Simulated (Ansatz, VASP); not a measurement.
InAs in VASP and in Ansatz

```
In As
1.0
     0.00000    2.87602    2.87602
     2.87602    0.00000    2.87602
     2.87602    2.87602    0.00000
In As
1 1
Direct
  0.00000 0.00000 0.00000
  0.50000 0.50000 0.50000
```

Measurements of this composition are mostly on another form, of space group No. 216.

Alike in both runs: task single point; functional PBE; k mesh 13 × 13 × 13; occupations fermi-dirac, width 0.1 eV; no spin polarisation.

```csv
,VASP,Ansatz
version,VASP 6.6.1,Ansatz 0.2.0
potentials or method,"VASP PAW PBE potentials, release 64 (In_d, As), cutoff 520 eV","all-electron LAPW, scalar-relativistic"
```

|  | VASP | Ansatz | Ansatz less VASP |
| --- | --- | --- | --- |
| pressure (GPa) | 0.0 | 0.0 | -0.03 |

Ansatz ran all-electron here, so the differences hold the error of VASP's frozen core and of both bases.
